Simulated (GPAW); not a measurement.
# Screening of a field by B/Pt(100)

How does B/Pt(100) screen a perpendicular field?

Method: GPAW, PAW setups; slab in vacuum, relaxation, in the first sound run; inputs show where later runs differ, in GPAW 26.7.0.

## 1. Starting point

The cell holds 5 atoms: 4 Pt and 1 B. Cell: a = 2.772 Å, b = 2.772 Å, c = 20.879 Å, α = 90.0°, β = 90.0°, γ = 90.0°. Vacuum lies along c.

## 2. Relaxing the atoms

The atoms are relaxed first, since the surface dipole, and with it the work function, follows the positions of the outer layers. The lowest 2 atoms are held at bulk positions and keep their forces.

The input, run.py:

```python
import json
import numpy as np
from ase import Atoms
from ase.constraints import FixAtoms
from ase.optimize import BFGS
from gpaw import GPAW, PW

slab = Atoms(
    ['Pt', 'Pt', 'Pt', 'Pt', 'B'],
    positions=[
        [1.38593, 1.38593, 7.00000],
        [0.00000, 0.00000, 8.96000],
        [1.38593, 1.38593, 10.92000],
        [0.00000, 0.00000, 12.88000],
        [1.38593, 1.38593, 13.87920]],
    cell=[[2.77186, 0.0, 0.0], [0.0, 2.77186, 0.0], [0.0, 0.0, 20.8792]],
    pbc=[True, True, False])

slab.calc = GPAW(mode=PW(500), xc='PBE', kpts={'size': (11, 11, 1), 'gamma': True},
                 occupations={'name': 'fermi-dirac', 'width': 0.1}, nbands='200%',
                 convergence={'density': 1e-05}, maxiter=200,
                 poissonsolver={'dipolelayer': 'xy'},
                 symmetry={'tolerance': 1e-3, 'extra_ids': [1, 1, 0, 0, 0]}, txt='slab.txt')
result = {}
slab.set_constraint(FixAtoms([0, 1]))
path = []
opt = BFGS(slab, maxstep=0.2)
opt.attach(lambda: path.append((slab.get_potential_energy(), slab.positions.tolist(), slab.get_forces().tolist())))
result['relaxed'] = bool(opt.run(fmax=0.03, steps=40))
result['path'] = path
energy = slab.get_potential_energy()
fermi = slab.calc.get_fermi_level()
v = slab.calc.get_electrostatic_potential().mean((0, 1)) - fermi
n = slab.calc.get_pseudo_density().mean((0, 1))
L = slab.cell[2, 2]
z = np.arange(len(v)) * L / len(v)
low, high = slab.positions[:, 2].min(), slab.positions[:, 2].max()
below, above = np.interp([low - 4.8, high + 4.8], z, v)
slopes = [np.interp(x, z, np.gradient(v, z)) for x in (low - 4.8, high + 4.8)]
eps = np.array([[slab.calc.get_eigenvalues(k, s) for k in range(len(slab.calc.get_ibz_k_points()))]
                for s in range(slab.calc.get_number_of_spins())]) - fermi
top, bottom = eps[eps < 0].max(), eps[eps > 0].min()
dipole = slab.get_dipole_moment()[2]
print(f'energy {energy:.4f} eV, Fermi level {fermi:.4f} eV, dipole {dipole:.5f} e A')
print(f'potential 4.8 A off the faces, from the Fermi level: lower {below:.4f} eV, upper {above:.4f} eV')
print(f'slope of the potential there: lower {slopes[0]:.5f}, upper {slopes[1]:.5f} eV/A')
print(f'nearest levels on the mesh: {top:.4f} and {bottom:.4f} eV')
print('magnetic moment', round(slab.get_magnetic_moment(), 3))
result.update(energy=energy, fermi=fermi, dipole=dipole, below=below, above=above, slopes=slopes, edges=[top, bottom],
              z=z.tolist(), v=v.tolist(), n=n.tolist(), positions=slab.positions.tolist(),
              forces=slab.get_forces(apply_constraint=False).tolist(), moments=slab.get_magnetic_moments().tolist())
json.dump(result, open('result.json', 'w'))
```

Command:

```
OMP_NUM_THREADS=1 OPENBLAS_NUM_THREADS=1 python run.py
```

The program printed:

```text
Step          Energy          fmax
BFGS:    0      -29.897561        2.993545
BFGS:    1      -30.050390        2.339848
BFGS:    2      -30.293070        0.783653
BFGS:    3      -30.301062        0.683478
BFGS:    4      -30.326697        0.171589
BFGS:    5      -30.327507        0.186199
BFGS:    6      -30.330148        0.199815
BFGS:    7      -30.333786        0.189513
BFGS:    8      -30.338595        0.191433
BFGS:    9      -30.341325        0.109125
BFGS:   10      -30.342050        0.026645
energy -30.2441 eV, Fermi level 2.3133 eV, dipole 0.07119 e A
potential 4.8 A off the faces, from the Fermi level: lower 5.6357 eV, upper 3.9628 eV
slope of the potential there: lower -0.00027, upper 0.00012 eV/A
nearest levels on the mesh: -0.0218 and 0.0083 eV
magnetic moment 0.0
```

Wall time 25 min (1 thread of Arm Neoverse V2, shared host); peak memory 0.28 GiB.

The steps of the relaxation:

| step | energy less that of the first step (eV) | largest force (eV/Å) |
| --- | --- | --- |
| 1 | 0.0000 | 2.9935 |
| 2 | -0.1540 | 2.3398 |
| 3 | -0.3979 | 0.7837 |
| 4 | -0.4063 | 0.6835 |
| 5 | -0.4348 | 0.1716 |
| 6 | -0.4358 | 0.1862 |
| 7 | -0.4388 | 0.1998 |
| 8 | -0.4426 | 0.1895 |
| 9 | -0.4471 | 0.1914 |
| 10 | -0.4492 | 0.1091 |
| 11 | -0.4494 | 0.0266 |

The atoms that moved most (Å):

| atom | dx | dy | dz | length |
| --- | --- | --- | --- | --- |
| Pt4 | 0.000 | 0.000 | 0.322 | 0.322 |
| Pt3 | 0.000 | 0.000 | 0.077 | 0.077 |
| B5 | 0.000 | 0.000 | 0.011 | 0.011 |

Final coordinates:

```
Pt B
1.0
     2.77186    0.00000    0.00000
     0.00000    2.77186    0.00000
     0.00000    0.00000   20.87920
Pt B
4 1
Cartesian
  1.3859 1.3859 7.0000
  0.0000 0.0000 8.9600
  1.3859 1.3859 10.9972
  0.0000 0.0000 13.2022
  1.3859 1.3859 13.8901
```

This step gave:

| Quantity | Value |
| --- | --- |
| dipole along the normal | 0.07119 e·Å |
| levels nearest the Fermi level on the mesh | -0.02183, 0.008305 eV from the Fermi level |
| upper work function | 3.963 eV |
| lower work function | 5.636 eV |

The electrostatic potential energy of an electron (without an applied field's), less the Fermi level, planar mean oscillates, so the rows of the table below give means over windows of 1 Å about each position, cut where the curve ends. Its maxima inside the range that stand out by 2 % of the span (Å: eV): 1.4: 5.64, 7.9: -2.56, 10.0: -1.87, 12.1: -1.03. Its minima: 7.0: -22.3, 9.0: -22.8, 11.0: -22.7, 13.2: -27.4.

Electrostatic potential energy of an electron (without an applied field's), less the Fermi level, planar mean against z; means over each step:

| z (Å) | electrostatic potential energy of an electron (without an applied field's), less the Fermi level, planar mean (eV) |
| --- | --- |
| 0 | 5.32 |
| 1 | 5.64 |
| 2 | 5.64 |
| 3 | 5.63 |
| 4 | 5.62 |
| 5 | 5.30 |
| 6 | 0.0978 |
| 7 | -17.6 |
| 8 | -5.63 |
| 9 | -18.1 |
| 10 | -4.76 |
| 11 | -18.0 |
| 12 | -3.65 |
| 13 | -20.3 |
| 14 | -14.3 |
| 15 | 2.11 |
| 16 | 3.86 |
| 17 | 3.96 |
| 18 | 3.96 |
| 19 | 3.96 |
| 20 | 3.97 |

Table of pseudo valence density, planar mean by z:

| z (Å) | pseudo valence density, planar mean (e/Å³) |
| --- | --- |
| 0.00 | 0 |
| 0.58 | 0 |
| 1.16 | 0 |
| 1.74 | 0 |
| 2.32 | 7.0e-6 |
| 2.71 | 1.9e-5 |
| 3.29 | 8.7e-5 |
| 3.87 | 4.4e-4 |
| 4.45 | 0.00220 |
| 5.03 | 0.0113 |
| 5.61 | 0.0597 |
| 6.19 | 0.323 |
| 6.77 | 1.64 |
| 7.35 | 1.27 |
| 7.73 | 0.515 |
| 8.31 | 0.585 |
| 8.89 | 2.07 |
| 9.47 | 0.792 |
| 10.05 | 0.387 |
| 10.63 | 1.21 |
| 11.21 | 1.71 |
| 11.79 | 0.408 |
| 12.37 | 0.390 |
| 12.95 | 1.64 |
| 13.34 | 2.08 |
| 13.92 | 0.688 |
| 14.50 | 0.223 |
| 15.08 | 0.0488 |
| 15.66 | 0.00920 |
| 16.24 | 0.00173 |
| 16.82 | 3.3e-4 |
| 17.40 | 6.5e-5 |
| 17.98 | 1.2e-5 |
| 18.37 | 3.4e-6 |
| 18.95 | 0 |
| 19.53 | 0 |
| 20.11 | 0 |
| 20.69 | 0 |

The relaxation lowered the energy of the cell by 0.449 eV (energies extrapolated to zero smearing; the optimiser's log prints free energies). The largest force left on a free atom is 0.027 eV/Å.

## 3. The slab's potential

The work function is the vacuum plateau of the electrostatic potential less the Fermi level; a dipole layer lets the two faces have plateaus of their own.

This step: GPAW, PAW setups; slab in vacuum (GPAW 26.7.0).

Changes to run.py since step 2:

```diff
@@ -3,4 +3,2 @@
 from ase import Atoms
-from ase.constraints import FixAtoms
-from ase.optimize import BFGS
 from gpaw import GPAW, PW
@@ -12,5 +10,5 @@
         [0.00000, 0.00000, 8.96000],
-        [1.38593, 1.38593, 10.92000],
-        [0.00000, 0.00000, 12.88000],
-        [1.38593, 1.38593, 13.87920]],
+        [1.38593, 1.38593, 10.99716],
+        [-0.00000, 0.00000, 13.20218],
+        [1.38593, 1.38593, 13.89012]],
     cell=[[2.77186, 0.0, 0.0], [0.0, 2.77186, 0.0], [0.0, 0.0, 20.8792]],
@@ -22,10 +20,4 @@
                  poissonsolver={'dipolelayer': 'xy'},
-                 symmetry={'tolerance': 1e-3, 'extra_ids': [1, 1, 0, 0, 0]}, txt='slab.txt')
+                 symmetry={'tolerance': 1e-3}, txt='slab.txt')
 result = {}
-slab.set_constraint(FixAtoms([0, 1]))
-path = []
-opt = BFGS(slab, maxstep=0.2)
-opt.attach(lambda: path.append((slab.get_potential_energy(), slab.positions.tolist(), slab.get_forces().tolist())))
-result['relaxed'] = bool(opt.run(fmax=0.03, steps=40))
-result['path'] = path
 energy = slab.get_potential_energy()
```

The program printed:

```text
energy -30.2441 eV, Fermi level 2.3133 eV, dipole 0.07108 e A
potential 4.8 A off the faces, from the Fermi level: lower 5.6358 eV, upper 3.9628 eV
slope of the potential there: lower -0.00025, upper 0.00009 eV/A
nearest levels on the mesh: -0.0218 and 0.0083 eV
magnetic moment 0.0
```

Wall time 3 min (1 thread); peak memory 0.28 GiB.

This step gave:

- dipole along the normal: 0.07108 e·Å
- levels nearest the Fermi level on the mesh: -0.02182, 0.008311 eV from the Fermi level

Electrostatic potential energy of an electron (without an applied field's), less the Fermi level, planar mean against z:

| z (Å) | electrostatic potential energy of an electron (without an applied field's), less the Fermi level, planar mean (eV) |
| --- | --- |
| 0.0 | 4.80 |
| 0.5 | 5.64 |
| 1.0 | 5.64 |
| 1.5 | 5.64 |
| 2.0 | 5.64 |
| 2.5 | 5.64 |
| 3.0 | 5.64 |
| 3.5 | 5.63 |
| 4.0 | 5.62 |
| 4.5 | 5.58 |
| 5.0 | 5.39 |
| 5.5 | 4.65 |
| 6.0 | 1.54 |
| 6.5 | -9.87 |
| 7.0 | -22.3 |
| 7.5 | -10.6 |
| 8.0 | -2.57 |
| 8.5 | -12.2 |
| 9.0 | -22.7 |
| 9.5 | -9.58 |
| 10.0 | -1.93 |
| 10.5 | -10.8 |
| 11.0 | -22.6 |
| 11.5 | -10.6 |
| 12.0 | -1.21 |
| 12.5 | -6.25 |
| 13.0 | -23.1 |
| 13.5 | -25.2 |
| 14.0 | -15.4 |
| 14.5 | -1.58 |
| 15.0 | 2.61 |
| 15.5 | 3.64 |
| 16.0 | 3.89 |
| 16.5 | 3.94 |
| 17.0 | 3.96 |
| 17.5 | 3.96 |
| 18.0 | 3.96 |
| 18.5 | 3.96 |
| 19.0 | 3.96 |
| 19.5 | 3.96 |
| 20.0 | 3.96 |
| 20.5 | 4.03 |

The pseudo valence density, planar mean oscillates, so the rows of the table below give means over windows of 2.13 Å about each position, cut where the curve ends. Its maxima inside the range that stand out by 2 % of the span (Å: e/Å³): 7.0: 2.08, 8.9: 2.07, 11.0: 2.10, 13.1: 2.16. Its minima: 7.9: 0.431, 10.1: 0.387, 12.2: 0.313.

The pseudo valence density, planar mean by z; means over each step:

| z (Å) | pseudo valence density, planar mean (e/Å³) |
| --- | --- |
| 1.06 | 0 |
| 3.19 | 2.3e-4 |
| 5.32 | 0.0973 |
| 7.46 | 1.03 |
| 9.58 | 1.03 |
| 11.71 | 0.948 |
| 13.84 | 0.973 |
| 15.97 | 0.0134 |
| 18.11 | 3.0e-5 |

Force by atom:

| atom | x (eV/Å) | y (eV/Å) | z (eV/Å) | size |
| --- | --- | --- | --- | --- |
| Pt1 | 0.0000 | 0.0000 | -0.0684 | 0.0684 |
| Pt2 | 0.0000 | 0.0000 | 0.0951 | 0.0951 |
| Pt3 | 0.0000 | 0.0000 | -0.0265 | 0.0265 |
| Pt4 | 0.0000 | 0.0000 | -0.0026 | 0.0026 |
| B5 | 0.0000 | 0.0000 | 0.0034 | 0.0034 |

The potential is flat to 2.5e-4 eV/Å where it is read, so the vacuum is wide enough.

## 4. In a field

A uniform field along the normal polarises the slab; the atoms stay fixed, so this is the electronic response alone.

Changes to run.py since step 3:

```diff
@@ -4,2 +4,3 @@
 from gpaw import GPAW, PW
+from gpaw.external import ConstantElectricField
 
@@ -20,2 +21,3 @@
                  poissonsolver={'dipolelayer': 'xy'},
+                 external=ConstantElectricField(-0.2, [0, 0, 1]),
                  symmetry={'tolerance': 1e-3}, txt='slab.txt')
```

The program printed:

```text
energy -30.2378 eV, Fermi level 2.3325 eV, dipole -0.01041 e A
potential 4.8 A off the faces, from the Fermi level: lower 4.6427 eV, upper 4.8878 eV
slope of the potential there: lower -0.00013, upper 0.00017 eV/A
nearest levels on the mesh: -0.0214 and 0.0091 eV
magnetic moment 0.0
```

Wall time 8.5 min (1 thread); peak memory 0.55 GiB.

Numbers from this step:

| Quantity | Value |
| --- | --- |
| dipole along the normal | -0.01041 e·Å |
| levels nearest the Fermi level on the mesh | -0.02138, 0.009111 eV from the Fermi level |
| potential below the slab, the applied field's own ramp left out | 4.643 eV from the Fermi level |
| potential above the slab, the applied field's own ramp left out | 4.888 eV from the Fermi level |

The electrostatic potential energy of an electron (without an applied field's), less the Fermi level, planar mean by z:

z (Å), electrostatic potential energy of an electron (without an applied field's), less the Fermi level, planar mean (eV) and a bar from the least value:
```
      0.0        4.8 ##############################
      0.5        4.6 ##############################
      1.0        4.6 ##############################
      1.5        4.6 ##############################
      2.0        4.6 ##############################
      2.5        4.6 ##############################
      3.0        4.6 ##############################
      3.5        4.6 ##############################
      4.0        4.6 ##############################
      4.5        4.6 ##############################
      5.0        4.4 ##############################
      5.5        3.7 #############################
      6.0        0.7 ##########################
      6.5      -10.7 ##############
      7.0      -23.0 ##
      7.5      -11.2 ##############
      8.0       -3.1 ######################
      8.5      -12.6 ############
      9.0      -23.0 ##
      9.5       -9.8 ###############
     10.0       -2.0 #######################
     10.5      -10.8 ##############
     11.0      -22.5 ##
     11.5      -10.4 ##############
     12.0       -0.9 ########################
     12.5       -5.8 ###################
     13.0      -22.5 ##
     13.5      -24.6 
     14.0      -14.7 ##########
     14.5       -0.8 ########################
     15.0        3.5 #############################
     15.5        4.5 ##############################
     16.0        4.8 ##############################
     16.5        4.9 ##############################
     17.0        4.9 ##############################
     17.5        4.9 ##############################
     18.0        4.9 ##############################
     18.5        4.9 ##############################
     19.0        4.9 ##############################
     19.5        4.9 ##############################
     20.0        4.9 ##############################
     20.5        4.9 ##############################
```

Force by atom:

| atom | x (eV/Å) | y (eV/Å) | z (eV/Å) | size |
| --- | --- | --- | --- | --- |
| Pt1 | 0.0000 | 0.0000 | -0.0678 | 0.0678 |
| Pt2 | 0.0000 | 0.0000 | 0.0951 | 0.0951 |
| Pt3 | 0.0000 | 0.0000 | -0.0265 | 0.0265 |
| Pt4 | 0.0000 | 0.0000 | 0.0068 | 0.0068 |
| B5 | 0.0000 | 0.0000 | -0.0068 | 0.0068 |

The dipole is now -0.0104 e Å, against 0.071 in the run without a field.

## 5. In a field

Changes to run.py since step 4:

```diff
@@ -21,3 +21,3 @@
                  poissonsolver={'dipolelayer': 'xy'},
-                 external=ConstantElectricField(-0.2, [0, 0, 1]),
+                 external=ConstantElectricField(-0.1, [0, 0, 1]),
                  symmetry={'tolerance': 1e-3}, txt='slab.txt')
```

The program printed:

```text
energy -30.2389 eV, Fermi level 2.3233 eV, dipole 0.03033 e A
potential 4.8 A off the faces, from the Fermi level: lower 5.1387 eV, upper 4.4244 eV
slope of the potential there: lower -0.00020, upper 0.00013 eV/A
nearest levels on the mesh: -0.0216 and 0.0087 eV
magnetic moment 0.0
```

Run time: 7.6 min. Hardware: 1 thread; peak memory 0.54 GiB.

This step gave:

```
dipole along the normal                                         : 0.03033 e·Å
levels nearest the Fermi level on the mesh                      : -0.02160, 0.008704 eV from the Fermi level
potential below the slab, the applied field's own ramp left out : 5.139 eV from the Fermi level
potential above the slab, the applied field's own ramp left out : 4.424 eV from the Fermi level
```

The electrostatic potential energy of an electron (without an applied field's), less the Fermi level, planar mean by z:

| z (Å) | electrostatic potential energy of an electron (without an applied field's), less the Fermi level, planar mean (eV) |
| --- | --- |
| 0.0 | 4.78 |
| 0.5 | 5.14 |
| 1.0 | 5.14 |
| 1.5 | 5.14 |
| 2.0 | 5.14 |
| 2.5 | 5.14 |
| 3.0 | 5.14 |
| 3.5 | 5.14 |
| 4.0 | 5.12 |
| 4.5 | 5.08 |
| 5.0 | 4.91 |
| 5.5 | 4.18 |
| 6.0 | 1.10 |
| 6.5 | -10.3 |
| 7.0 | -22.7 |
| 7.5 | -10.9 |
| 8.0 | -2.81 |
| 8.5 | -12.4 |
| 9.0 | -22.8 |
| 9.5 | -9.68 |
| 10.0 | -1.98 |
| 10.5 | -10.8 |
| 11.0 | -22.6 |
| 11.5 | -10.5 |
| 12.0 | -1.06 |
| 12.5 | -6.05 |
| 13.0 | -22.8 |
| 13.5 | -24.9 |
| 14.0 | -15.0 |
| 14.5 | -1.18 |
| 15.0 | 3.05 |
| 15.5 | 4.09 |
| 16.0 | 4.34 |
| 16.5 | 4.40 |
| 17.0 | 4.42 |
| 17.5 | 4.42 |
| 18.0 | 4.42 |
| 18.5 | 4.42 |
| 19.0 | 4.42 |
| 19.5 | 4.42 |
| 20.0 | 4.42 |
| 20.5 | 4.45 |

Force by atom:

| atom | x (eV/Å) | y (eV/Å) | z (eV/Å) | size |
| --- | --- | --- | --- | --- |
| Pt1 | 0.0000 | 0.0000 | -0.0680 | 0.0680 |
| Pt2 | 0.0000 | 0.0000 | 0.0952 | 0.0952 |
| Pt3 | 0.0000 | 0.0000 | -0.0263 | 0.0263 |
| Pt4 | 0.0000 | 0.0000 | 0.0022 | 0.0022 |
| B5 | 0.0000 | 0.0000 | -0.0020 | 0.0020 |

The dipole is now 0.0303 e Å, against 0.071 in the run without a field.

## 6. In a field

Changes to run.py since step 5:

```diff
@@ -21,3 +21,3 @@
                  poissonsolver={'dipolelayer': 'xy'},
-                 external=ConstantElectricField(-0.1, [0, 0, 1]),
+                 external=ConstantElectricField(-0.05, [0, 0, 1]),
                  symmetry={'tolerance': 1e-3}, txt='slab.txt')
```

The program printed:

```text
energy -30.2410 eV, Fermi level 2.3182 eV, dipole 0.05062 e A
potential 4.8 A off the faces, from the Fermi level: lower 5.3865 eV, upper 4.1943 eV
slope of the potential there: lower -0.00022, upper 0.00011 eV/A
nearest levels on the mesh: -0.0218 and 0.0084 eV
magnetic moment 0.0
```

The job ended after 7.4 min (1 thread; peak memory 0.54 GiB).

## 7. Field on

Changes to run.py since step 6:

```diff
@@ -21,3 +21,3 @@
                  poissonsolver={'dipolelayer': 'xy'},
-                 external=ConstantElectricField(-0.05, [0, 0, 1]),
+                 external=ConstantElectricField(0.05, [0, 0, 1]),
                  symmetry={'tolerance': 1e-3}, txt='slab.txt')
```

The program printed:

```text
energy -30.2482 eV, Fermi level 2.3080 eV, dipole 0.09140 e A
potential 4.8 A off the faces, from the Fermi level: lower 5.8851 eV, upper 3.7325 eV
slope of the potential there: lower -0.00027, upper 0.00008 eV/A
nearest levels on the mesh: -0.0219 and 0.0081 eV
magnetic moment 0.0
```

Wall time 8 min (1 thread); peak memory 0.54 GiB.

The electrostatic potential energy of an electron (without an applied field's), less the Fermi level, planar mean by z:

z (Å), electrostatic potential energy of an electron (without an applied field's), less the Fermi level, planar mean (eV) and a bar from the least value:
```
      0.0        4.8 #############################
      0.5        5.9 ##############################
      1.0        5.9 ##############################
      1.5        5.9 ##############################
      2.0        5.9 ##############################
      2.5        5.9 ##############################
      3.0        5.9 ##############################
      3.5        5.9 ##############################
      4.0        5.9 ##############################
      4.5        5.8 ##############################
      5.0        5.6 ##############################
      5.5        4.9 #############################
      6.0        1.8 ##########################
      6.5       -9.7 ###############
      7.0      -22.1 ###
      7.5      -10.4 ##############
      8.0       -2.4 ######################
      8.5      -12.1 #############
      9.0      -22.6 ###
      9.5       -9.5 ###############
     10.0       -1.9 #######################
     10.5      -10.8 ##############
     11.0      -22.7 ###
     11.5      -10.7 ##############
     12.0       -1.3 #######################
     12.5       -6.4 ##################
     13.0      -23.2 ##
     13.5      -25.4 
     14.0      -15.5 #########
     14.5       -1.8 #######################
     15.0        2.4 ###########################
     15.5        3.4 ############################
     16.0        3.7 ############################
     16.5        3.7 ############################
     17.0        3.7 ############################
     17.5        3.7 ############################
     18.0        3.7 ############################
     18.5        3.7 ############################
     19.0        3.7 ############################
     19.5        3.7 ############################
     20.0        3.7 ############################
     20.5        3.8 ############################
```

(Continued in part 2 of 2.)

[Logs are printed without paths, hosts, clocks, repeated set-up lines and the standing remarks that a program may print on its own settings, such as how far it seeks lower states.]

[Hosts, paths, dates, database ids (printed as entryN), source tags and the programs' standing remarks are cut or masked in the printed files.]
